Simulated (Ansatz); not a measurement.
**SnO$_{2}$: energy along a strain**

SnO$_{2}$, R-3m, a = 3.234 Å, c = 14.402 Å (as given, not relaxed at this level: -5.1 GPa, forces to 0.39 eV/Å). This isn't the usual stable structure of the compound. Ansatz: PBEsol, PAW, 420 eV, Γ-centred 12×12×12 mesh on 3 atoms, Gaussian smearing 0.05 eV; no spin polarisation. Cell vectors (Å): 1.617 0.934 4.801; -1.617 0.934 4.801; 0.000 -1.867 4.801. The cell is strained by x per cent times the pattern (0 0 1 0 0 0) in the order xx yy zz yz xz xy (engineering shears), with fractional coordinates held. y is the free energy over the start, V0 = 14.496 Å³/atom.

| x (%) | y (meV/atom) |
| --- | --- |
| -6.00 | ? |
| -4.50 | -6.66 |
| -3.00 | -6.37 |
| -1.50 | -4.14 |
| 0.00 | 0.00 |
| 1.50 | 6.02 |
| 3.00 | 13.87 |
| 4.50 | 23.54 |
| 5.25 | 29.06 |
| 6.00 | 34.99 |

Task: Fit y = c1 x + c2 x² + c3 x³ to the other rows, get the stiffness along the pattern, and predict the missing energy.

Result: Least squares on the rows shown. y = 3.3885 x + 0.41691 x² − 0.0015991 x³. The clamped-ion stiffness p·C·p = 2 × 4.169 eV × 160.2 / 14.496 Å³ = 92 GPa, which is C33 in these axes (second derivative at the start, which stands under stress). At x = -6.00 the fit asked for gives -4.98 meV/atom. The run gave -4.94 meV/atom, so the fit is 0.04 meV/atom too low, a small miss on the scale of the series.